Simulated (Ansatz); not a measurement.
# HgSe: pressure and energy less free atoms against volume per atom

Results calculated with Ansatz 0.2.0, not measured. Periodic Kohn-Sham DFT of a crystal at fixed atoms; pressure and stress are positive in compression; the energy is the free energy less that of spherical unpolarised free atoms; site moments are those in the method's own spheres, positive along +z.

Cell of the first row (space group F-43m, No. 216):
```
cell vectors (Å)
   0.0000     2.9950     2.9950
   2.9950     0.0000     2.9950
   2.9950     2.9950     0.0000
atoms (fractions of the cell vectors)
Hg  0.00000  0.00000  0.00000
Se  0.75000  0.75000  0.75000
```

Settings of every row: method all-electron LAPW; functional PBE; relativity scalar; k mesh 9x9x9; filling fermi-dirac; smearing width 0.02 eV; basis error target 0.25 meV/atom; nucleus gaussian.

Atom start moment: 0 on all atoms.

Limits: no spin-orbit coupling on heavy atoms.

```
row  volume per atom (Å³)  pressure (GPa)  energy less free atoms (eV/atom)
  1                26.864               ?                                 ?
  2                27.424           6.308                            -1.994
  3                27.984           4.911                           -2.0136
  4                28.543           3.661                           -2.0285
  5                29.103           2.541                           -2.0393
```

Question: what pressure and energy less free atoms should row 1 give?

Worked fit of pressure. Take u = (V_r/V)^(2/3) − 1 with V_r = 28.264 Å³ an atom, which is twice the finite (Eulerian) strain; such expansions in the strain, on which the Birch-Murnaghan equation of state is built, carry the rest volume and the bulk modulus. The shown rows have u = 0.02032, 0.00666, -0.00653, -0.01931. Least squares give pressure = 4.2678 + 94.77 × u + 277.08 × u² GPa; a straight line predicts inner rows, each left out in turn, worse (root mean square 0.069 against 0.00055 GPa). All shown rows lie on it to the printed digit. The withheld row has u = 0.03445, so the fit gives 4.2678 + 94.77 × (0.03445) + 277.08 × (0.03445)² = 7.861 GPa.

The calculation gave 7.869 GPa. The fit lies 0.008 GPa (0.15 % of the column's range) below it; its largest miss of a shown row is 0.000 GPa. This row lies beyond the range of the fit.

Worked fit of energy less free atoms. Take u = (V_r/V)^(2/3) − 1 with V_r = 28.264 Å³ an atom, which is twice the finite (Eulerian) strain; such expansions in the strain, on which the Birch-Murnaghan equation of state is built, carry the rest volume and the bulk modulus. The shown rows have u = 0.02032, 0.00666, -0.00653, -0.01931. Least squares give energy less free atoms = −2.02161 + 1.1314 × u + 11.171 × u² eV/atom; a straight line predicts inner rows, each left out in turn, worse (root mean square 0.0028 against 4.8e-05 eV/atom). All shown rows lie on it to the printed digit. The withheld row has u = 0.03445, so the fit gives −2.02161 + 1.1314 × (0.03445) + 11.171 × (0.03445)² = -1.9694 eV/atom.

The calculation gave -1.9693 eV/atom. The fit lies 0.0001 eV/atom (0.14 % of the column's range) below it, one unit of the last digit. This row lies beyond the range of the fit.
